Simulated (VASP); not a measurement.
# Ta (Im-3m) in VASP: a series of runs

One crystal, Ta, is run at these levels: r2SCAN+rVV10; tasks: relaxation of cell and atoms.

Program: VASP 6.6.1. These are calculated values, not measurements. Logs are shortened: lines on timing, memory, paths and dates and some standing lists are left out, and cuts for length are marked.

## (1) The crystal as given

It takes space group Im-3m (No. 229, cubic). Conventional cell: a = 3.303 Å, b = 3.303 Å, c = 3.303 Å, α = 90.00°, β = 90.00°, γ = 90.00°. Ta (site symmetry m-3m) is surrounded by 8 Ta at 2.86 Å.

## (2) Relaxation of cell and atoms, r2SCAN+rVV10

Contents of INCAR:

```
SYSTEM = Ta
ALGO = Normal
BPARAM = 11.95
CPARAM = 0.0093
EDIFF = 1E-7
EDIFFG = -0.002
ENCUT = 520
IBRION = 2
ISIF = 3
ISMEAR = 0
IVDW_NL = 2
LASPH = .TRUE.
LCHARG = .FALSE.
LMIXTAU = .TRUE.
LREAL = .FALSE.
LUSE_VDW = .TRUE.
LWAVE = .FALSE.
METAGGA = R2SCAN
NELM = 60
NSW = 80
PREC = Accurate
SIGMA = 0.1
```

Contents of KPOINTS:

```
k-points
0
G
  18 18 18
  0 0 0
```

Contents of POSCAR:

```
Ta
1.0
   -1.6512800000      1.6512800000      1.6512800000
    1.6512800000     -1.6512800000      1.6512800000
    1.6512800000      1.6512800000     -1.6512800000
Ta
1
Direct
    0.0000000000      0.0000000000      0.0000000000
```

Potentials or basis: VASP PAW PBE potentials, release 64 (Ta_pv).

The run is started by

```bash
$ cat potpaw_PBE.64/Ta_pv/POTCAR > POTCAR
$ mpirun -np 1 vasp_std > vasp.out
```

OUTCAR:

```text
SYSTEM = Ta
   BPARAM = 11.95
   EDIFF = 1E-7
   EDIFFG = -0.002
   ENCUT = 520
   IBRION = 2
   ISIF = 3
   ISMEAR = 0
   IVDW_NL = 2
   LASPH = .TRUE.
   LREAL = .FALSE.
   METAGGA = R2SCAN
   NELM = 60
   NSW = 80
   PREC = Accurate

 ion  position               nearest neighbor table
   1  0.000  0.000  0.000-

  LATTYP: Found a body centered cubic cell.
 ALAT       =     3.3025600000

  Lattice vectors:

 A1 = (  -1.6512800000,   1.6512800000,   1.6512800000)
 A2 = (   1.6512800000,  -1.6512800000,   1.6512800000)
 A3 = (   1.6512800000,   1.6512800000,  -1.6512800000)

Analysis of symmetry for initial positions (statically):
=====================================================================
 Subroutine PRICEL returns:
 Original cell was already a primitive cell.

 Routine SETGRP: Setting up the symmetry group for a
 body centered cubic supercell.

 Subroutine GETGRP returns: Found 48 space group operations
 (whereof 48 operations were pure point group operations)
 out of a pool of 48 trial point group operations.

The static configuration has the point symmetry O_h .

Analysis of symmetry for dynamics (positions and initial velocities):
=====================================================================
 Subroutine PRICEL returns:
 Original cell was already a primitive cell.

 Routine SETGRP: Setting up the symmetry group for a
 body centered cubic supercell.

 Subroutine GETGRP returns: Found 48 space group operations
 (whereof 48 operations were pure point group operations)
 out of a pool of 48 trial point group operations.

The dynamic configuration has the point symmetry O_h .

 Subroutine INISYM returns: Found 48 space group operations
 (whereof 48 operations are pure point group operations),
 and found     1 'primitive' translations

----------------------------------------------------------------------------------------

                                     Primitive cell

  volume of cell :      18.0104

  direct lattice vectors                    reciprocal lattice vectors
    -1.651280000  1.651280000  1.651280000     0.000000000  0.302795407  0.302795407
     1.651280000 -1.651280000  1.651280000     0.302795407  0.000000000  0.302795407
     1.651280000  1.651280000 -1.651280000     0.302795407  0.302795407  0.000000000

  length of vectors
     2.860100858  2.860100858  2.860100858     0.428217371  0.428217371  0.428217371

  position of ions in fractional coordinates (direct lattice)
     0.000000000  0.000000000  0.000000000

  ion indices of the primitive-cell ions
   primitive index   ion index
                 1           1

----------------------------------------------------------------------------------------

 KPOINTS: k-points

Automatic generation of k-mesh.
 Grid dimensions read from file:
 generate k-points for:   18   18   18

 Generating k-lattice:

  Cartesian coordinates                     Fractional coordinates (reciprocal lattice)
     0.000000000  0.016821967  0.016821967     0.055555556  0.000000000  0.000000000
     0.016821967  0.000000000  0.016821967     0.000000000  0.055555556  0.000000000
     0.016821967  0.016821967  0.000000000     0.000000000  0.000000000  0.055555556

  Length of vectors
     0.023789854  0.023789854  0.023789854

  Shift w.r.t. Gamma in fractional coordinates (k-lattice)
     0.000000000  0.000000000  0.000000000

 Subroutine IBZKPT returns following result:
 ===========================================

 Found    195 irreducible k-points:

 Following reciprocal coordinates:
            Coordinates               Weight
  0.000000  0.000000  0.000000      1.000000
  0.055556  0.000000  0.000000     12.000000
  0.111111  0.000000  0.000000     12.000000
  0.166667  0.000000  0.000000     12.000000
  0.222222  0.000000  0.000000     12.000000
  0.277778  0.000000  0.000000     12.000000
[... 16 lines left out ...]
  0.333333  0.111111  0.000000     48.000000
  0.388889  0.111111  0.000000     48.000000
 [... further k-points ...]
   k-points           NKPTS =    195   k-points in BZ     NKDIM =    195   number of bands    NBANDS=      9
   number of dos      NEDOS =    301   number of ions     NIONS =      1
   total plane-waves  NPLWV =  13824
   dimension x,y,z NGX =    24 NGY =   24 NGZ =   24
   dimension x,y,z NGXF=    48 NGYF=   48 NGZF=   48
   ions per type =               1
   NGX,Y,Z   is equivalent  to a cutoff of  13.95, 13.95, 13.95 a.u.
   NGXF,Y,Z  is equivalent  to a cutoff of  27.90, 27.90, 27.90 a.u.
 SYSTEM =  Ta
   PREC   = accura    normal or accurate (medium, high low for compatibility)
   ISTART =      0    job   : 0-new  1-cont  2-samecut
   ICHARG =      2    charge: 1-file 2-atom 10-const
   ISPIN  =      1    spin polarized calculation?
   LNONCOLLINEAR =      F non collinear calculations
   LSORBIT =      F    spin-orbit coupling
   LASPH  =      T    aspherical Exc in radial PAW
   ENCUT  =  520.0 eV  38.22 Ry    6.18 a.u.   5.32  5.32  5.32*2*pi/ulx,y,z
   NELM   =     60;   NELMIN=  2; NELMDL= -5     # of ELM steps
   EDIFF  = 0.1E-06   stopping-criterion for ELM
   LREAL  =      F    real-space projection
   EDIFFG = -.2E-02   stopping-criterion for IOM
   NSW    =     80    number of steps for IOM
   IBRION =      2    ionic relax: 0-MD 1-quasi-New 2-CG
   NFREE  =      1    steps in history (QN), initial steepest desc. (CG)
   ISIF   =      3    stress and relaxation
   ISYM   =      2    0-nonsym 1-usesym 2-fastsym
   POTIM  = 0.5000    time-step for ionic-motion
   TEBEG  =    0.0;   TEEND  =   0.0 temperature during run
   PSTRESS=    0.0 pullay stress
   NELECT =      11.0000    total number of electrons
   NUPDOWN=      -1.0000    fix difference up-down
   EMIN   =  10.00;   EMAX   =-10.00  energy-range for DOS
   EFERMI =   0.00;   METHOD = LEGACY
   ISMEAR =     0;   SIGMA  =   0.10  broadening in eV -4-tet -1-fermi 0-gaus
   EFERMI_NEDOS =   21; number of points for ismear=-14 and -15
   IALGO  =     38    algorithm
   IMIX   =      4    mixing-type and parameters
     AMIX     =   0.40;   BMIX     =  1.00
     AMIX_MAG =   1.60;   BMIX_MAG =  1.00
  volume/ion in A,a.u.               =      18.01       121.54
  Fermi-wavevector in a.u.,A,eV,Ry     =   1.388988  2.624806 26.249534  1.929286
  Thomas-Fermi vector in A             =   2.513061
   LORBIT       =      0    0 simple, 1 ext, 2 COOP (PROOUT), +10 PAW based schemes
   METAGGA = R2SCAN    functional components
   LHFCALC =     F    Hartree Fock is set to
   AEXX    =    0.0000 exact exchange contribution
   IVDW_NL    =     2    kernel type
   BPARAM     =11.9500
   IVDW    =     0    specifies the selected vdW correction
   LEPSILON=     F    determine dielectric tensor
   LRPA    =     F    only Hartree local field effects (RPA)
 conjugate gradient relaxation of ions
 non-spin polarized calculation
 Gauss-broadening in eV      SIGMA  =   0.10
  energy-cutoff  :      520.00
  volume of cell :       18.01
 maximum number of plane-waves:       498
 NGX is ok and might be reduce to    24

--------------------------------------- Ionic step        1  -------------------------------------------

 number of electron      11.0000002 magnetization

 Free energy of the ion-electron system (eV)
  ---------------------------------------------------
  ext. energy  EPLUGINS =         0.00000000
  ---------------------------------------------------
  free energy    TOTEN  =       -48.41106017 eV

  energy without entropy =      -48.40555220  energy(sigma->0) =      -48.40830618

------------------------ aborting loop because EDIFF is reached ----------------------------------------

  FORCE on cell =-STRESS in cart. coord.  units (eV):
  Direction    XX          YY          ZZ          XY          YZ          ZX
  --------------------------------------------------------------------------------------
  -------------------------------------------------------------------------------------
  Total       -0.0143277     -0.0143277     -0.0143277     -0.0000000      0.0000000      0.0000000
  in kB       -1.2745738     -1.2745738     -1.2745738     -0.0000000      0.0000000      0.0000000
  external PRESSURE =      -1.2745738 kB  Pullay stress =       0.0000000 kB
[... 55 lines left out ...]
  energy  without entropy=      -48.4055587927  energy(sigma->0) =      -48.40830058

--------------------------------------- Ionic step        3  -------------------------------------------

 number of electron      11.0000002 magnetization

 Free energy of the ion-electron system (eV)
  ---------------------------------------------------
  ext. energy  EPLUGINS =         0.00000000
  ---------------------------------------------------
  free energy    TOTEN  =       -48.41106536 eV

  energy without entropy =      -48.40556566  energy(sigma->0) =      -48.40831551

 E-fermi :   5.3202     XC(G=0): -13.7936

 val. band max:        5.3151554539   @ k =   0.3333   0.1111   0.0000
 cond. band min:       5.3520730415   @ k =   0.1111   0.1111   0.0000
 fundamental gap:      0.0369175876
 Fermi energy:         5.3201758891

 k-point     1 :       0.0000    0.0000    0.0000
  band No.  band energies     occupation
      1     -28.8767      2.00000
      2     -28.8767      2.00000
      3     -28.8767      2.00000
      4      -3.0249      2.00000
      5       6.1667      0.00000
      6       6.1667      0.00000
      7       6.1667      0.00000
      8       9.6595      0.00000
      9       9.6595      0.00000
[... 265 lines left out ...]
 k-point    24 :       0.3889    0.1111    0.0000
  band No.  band energies     occupation
      1     -30.0407      2.00000
      2     -29.3076      2.00000
      3     -28.9392      2.00000
      4       1.1565      2.00000
      5       3.8686      2.00000
      6       5.8806      0.00000
      7       9.3731      0.00000
      8      10.7254      0.00000
      9      13.5358      0.00000

 [... further k-points ...]

------------------------ aborting loop because EDIFF is reached ----------------------------------------

  FORCE on cell =-STRESS in cart. coord.  units (eV):
  Direction    XX          YY          ZZ          XY          YZ          ZX
  --------------------------------------------------------------------------------------
  -------------------------------------------------------------------------------------
  Total        0.0015940      0.0015940      0.0015940      0.0000000      0.0000000      0.0000000
  in kB        0.1418928      0.1418928      0.1418928      0.0000000      0.0000000      0.0000000
  external PRESSURE =       0.1418928 kB  Pullay stress =       0.0000000 kB
[... 16 lines left out ...]
  FREE ENERGIE OF THE ION-ELECTRON SYSTEM (eV)
  ---------------------------------------------------
  free  energy   TOTEN  =       -48.4110653566 eV

  energy  without entropy=      -48.4055656559  energy(sigma->0) =      -48.40831551

 reached required accuracy - stopping structural energy minimisation
```

Wall time 2.3 min (1 thread of Intel Xeon 6975P-C (Granite Rapids), shared host); peak memory 0.24 GiB.

Results:

```
Free energy                            : -48.4111 eV
Relaxed volume                         : 18.00 Å³/atom
Relaxed cell                           : a = 2.859 Å, b = 2.859 Å, c = 2.859 Å, α = 109.47°, β = 109.47°, γ = 109.47°
Space group after relaxing (to 0.05 Å) : Im-3m (No. 229)
Energy gained by relaxing              : 0.0 meV/atom
Ionic steps                            : 3
Pressure after relaxing                : 0.0 GPa
Band gap on the k mesh                 : none (metal or under the smearing width)
```

Final structure:
```cif
data_structure
_symmetry_space_group_name_H-M 'P 1'
_symmetry_Int_Tables_number 1
_cell_length_a 2.8594
_cell_length_b 2.8594
_cell_length_c 2.8594
_cell_angle_alpha 109.471
_cell_angle_beta 109.471
_cell_angle_gamma 109.471
_cell_volume 18.00
loop_
_atom_site_label
_atom_site_type_symbol
_atom_site_fract_x
_atom_site_fract_y
_atom_site_fract_z
_atom_site_occupancy
Ta1 Ta 0.00000 0.00000 0.00000 1
```

Levels at points of the mesh, in eV from the Fermi level:
```csv
k point,band 2,band 3,band 4,band 5,band 6,band 7,band 8,band 9
"(0.00, 0.00, 0.00)",-34.20,-34.20,-8.35,0.85,0.85,0.85,4.34,4.34
"(0.50, 0.00, 0.00)",-34.59,-34.21,-4.57,-1.57,1.46,4.21,5.28,8.11
"(0.50, 0.50, 0.50)",-35.06,-35.06,-3.95,-3.95,7.13,7.13,7.13,9.01
```

Caveat: the PAW data sets were made with another functional, which shifts forces and pressure a little.

## (3) Relaxation of cell and atoms, r2SCAN+rVV10

INCAR is that of step 2.

KPOINTS is that of step 2.

Contents of POSCAR:

```
Ta                                      
1.0
   -1.6509041151      1.6509041151      1.6509041151
    1.6509041151     -1.6509041151      1.6509041151
    1.6509041151      1.6509041151     -1.6509041151
  Ta            
     1
Direct
     0.0000000000000000    0.0000000000000000    0.0000000000000000
```

Potentials or basis: VASP PAW PBE potentials, release 64 (Ta_pv).

The run is started by

```bash
$ cat potpaw_PBE.64/Ta_pv/POTCAR > POTCAR
$ mpirun -np 1 vasp_std > vasp.out
```

OUTCAR:

```text
SYSTEM = Ta
   BPARAM = 11.95
   EDIFF = 1E-7
   EDIFFG = -0.002
   ENCUT = 520
   IBRION = 2
   ISIF = 3
   ISMEAR = 0
   IVDW_NL = 2
   LASPH = .TRUE.
   LREAL = .FALSE.
   METAGGA = R2SCAN
   NELM = 60
   NSW = 80
   PREC = Accurate

 ion  position               nearest neighbor table
   1  0.000  0.000  0.000-

  LATTYP: Found a body centered cubic cell.
 ALAT       =     3.3018082302

  Lattice vectors:

 A1 = (  -1.6509041151,   1.6509041151,   1.6509041151)
 A2 = (   1.6509041151,  -1.6509041151,   1.6509041151)
 A3 = (   1.6509041151,   1.6509041151,  -1.6509041151)

Analysis of symmetry for initial positions (statically):
=====================================================================
 Subroutine PRICEL returns:
 Original cell was already a primitive cell.

 Routine SETGRP: Setting up the symmetry group for a
 body centered cubic supercell.

 Subroutine GETGRP returns: Found 48 space group operations
 (whereof 48 operations were pure point group operations)
 out of a pool of 48 trial point group operations.

The static configuration has the point symmetry O_h .

Analysis of symmetry for dynamics (positions and initial velocities):
=====================================================================
 Subroutine PRICEL returns:
 Original cell was already a primitive cell.

 Routine SETGRP: Setting up the symmetry group for a
 body centered cubic supercell.

 Subroutine GETGRP returns: Found 48 space group operations
 (whereof 48 operations were pure point group operations)
 out of a pool of 48 trial point group operations.

The dynamic configuration has the point symmetry O_h .

 Subroutine INISYM returns: Found 48 space group operations
 (whereof 48 operations are pure point group operations),
 and found     1 'primitive' translations

[... 117 lines left out ...]
   METAGGA = R2SCAN    functional components
   LHFCALC =     F    Hartree Fock is set to
   AEXX    =    0.0000 exact exchange contribution
   IVDW_NL    =     2    kernel type
   BPARAM     =11.9500
   IVDW    =     0    specifies the selected vdW correction
   LEPSILON=     F    determine dielectric tensor
   LRPA    =     F    only Hartree local field effects (RPA)
 conjugate gradient relaxation of ions
 non-spin polarized calculation
 Gauss-broadening in eV      SIGMA  =   0.10
  energy-cutoff  :      520.00
  volume of cell :       18.00
 maximum number of plane-waves:       498
 NGX is ok and might be reduce to    24

 number of electron      11.0000002 magnetization

 Free energy of the ion-electron system (eV)
  ---------------------------------------------------
  ext. energy  EPLUGINS =         0.00000000
  ---------------------------------------------------
  free energy    TOTEN  =       -48.41106168 eV

  energy without entropy =      -48.40556189  energy(sigma->0) =      -48.40831178

 E-fermi :   5.3202     XC(G=0): -13.7936

 val. band max:        5.3151678936   @ k =   0.3333   0.1111   0.0000
 cond. band min:       5.3520822623   @ k =   0.1111   0.1111   0.0000
 fundamental gap:      0.0369143687
 Fermi energy:         5.3201877604

 k-point     1 :       0.0000    0.0000    0.0000
  band No.  band energies     occupation
      1     -28.8767      2.00000
      2     -28.8767      2.00000
      3     -28.8767      2.00000
      4      -3.0248      2.00000
      5       6.1667      0.00000
      6       6.1667      0.00000
      7       6.1667      0.00000
      8       9.6595      0.00000
      9       9.6595      0.00000
[... 265 lines left out ...]
 k-point    24 :       0.3889    0.1111   -0.0000
  band No.  band energies     occupation
      1     -30.0406      2.00000
      2     -29.3076      2.00000
      3     -28.9391      2.00000
      4       1.1565      2.00000
      5       3.8686      2.00000
      6       5.8806      0.00000
      7       9.3731      0.00000
      8      10.7255      0.00000
      9      13.5358      0.00000

 [... further k-points ...]

------------------------ aborting loop because EDIFF is reached ----------------------------------------

  FORCE on cell =-STRESS in cart. coord.  units (eV):
  Direction    XX          YY          ZZ          XY          YZ          ZX
  --------------------------------------------------------------------------------------
  -------------------------------------------------------------------------------------
  Total        0.0015130      0.0015130      0.0015130      0.0000000      0.0000000     -0.0000000
  in kB        0.1346867      0.1346867      0.1346867      0.0000000      0.0000000     -0.0000000
  external PRESSURE =       0.1346867 kB  Pullay stress =       0.0000000 kB

 VOLUME and BASIS-vectors are now :
 -----------------------------------------------------------------------------
  energy-cutoff  :      520.00
  volume of cell :       18.00
      direct lattice vectors                 reciprocal lattice vectors
    -1.650904115  1.650904115  1.650904115     0.000000000  0.302864349  0.302864349
     1.650904115 -1.650904115  1.650904115     0.302864349  0.000000000  0.302864349
     1.650904115  1.650904115 -1.650904115     0.302864349  0.302864349  0.000000000

 POSITION                                       TOTAL-FORCE (eV/Angst)
 -----------------------------------------------------------------------------------
      0.00000      0.00000      0.00000         0.000000      0.000000      0.000000
 -----------------------------------------------------------------------------------
    total drift:                                0.000000      0.000000     -0.000000

  FREE ENERGIE OF THE ION-ELECTRON SYSTEM (eV)
  ---------------------------------------------------
  free  energy   TOTEN  =       -48.4110616785 eV

  energy  without entropy=      -48.4055618853  energy(sigma->0) =      -48.40831178

 reached required accuracy - stopping structural energy minimisation
```

CONTCAR:

```text
Ta
   1.00000000000000
    -1.6509041150999999    1.6509041150999999    1.6509041150999999
     1.6509041150999999   -1.6509041150999999    1.6509041150999999
     1.6509041150999999    1.6509041150999999   -1.6509041150999999
  Ta
     1
Direct
     0.0000000000000000    0.0000000000000000    0.0000000000000000

  0.00000000E+00  0.00000000E+00  0.00000000E+00
```

Wall time 72 s (1 thread of Intel Xeon 6975P-C (Granite Rapids), shared host); peak memory 0.23 GiB.

Results:

```yaml
Free_energy: -48.4111 eV
Pressure_after_relaxing: 0.0 GPa
Band_gap_on_the_k_mesh: none (metal or under the smearing width)
```

Final structure:
```
CELL_PARAMETERS angstrom
-1.65090 1.65090 1.65090
1.65090 -1.65090 1.65090
1.65090 1.65090 -1.65090
ATOMIC_POSITIONS crystal
Ta 0.00000 0.00000 0.00000
```

Caveat: the relaxation stopped at its first step, so nothing moved; the PAW data sets were made with another functional, which shifts forces and pressure a little.
